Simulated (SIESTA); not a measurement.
## MnO in SIESTA: the effect of functional

The system is MnO.

```
CELL_PARAMETERS angstrom
0.00000 2.22391 2.22391
2.22391 0.00000 2.22391
2.22391 2.22391 0.00000
ATOMIC_POSITIONS crystal
Mn 0.00000 0.00000 0.00000
O 0.50000 0.50000 0.50000
```

The cell is a database's computed one.

Alike in all runs:

- Program: SIESTA 5.4.2
- Task: band structure
- Basis: DZP (energy shift 0.003 Ry; two zetas on semicore shells)
- Grid cutoff: 800 Ry
- Energy shift: 0.003 Ry
- k mesh: 10 × 10 × 10
- Occupations: fermi-dirac, width 0.05 eV
- Spin: collinear spin, ferromagnetic start
- Starting moments: [4.0, 0.0] μB

```tsv
functional	potentials or basis	pressure (GPa)	moment (μB)
AM05	PseudoDojo 0.4 standard (PBEsol files)	?	?
BLYP	PseudoDojo 0.4 standard (PBE files)	6.2	4.79
vdW-DF-cx	PseudoDojo 0.4 standard (PBE files)	-4.4	4.79
```

Question: What does the run with functional AM05 give?

Answer: Pressure -5.9 GPa; moment 4.78 μB.

Caveats: short orbitals over semicore shells can move pressures by several GPa; the potentials were made for another functional, which shifts forces and pressure; the basis of atomic orbitals isn't converged, which shifts pressures, moduli and gaps; a cell with one magnetic atom can't hold antiferromagnetic order, which such compounds often take.
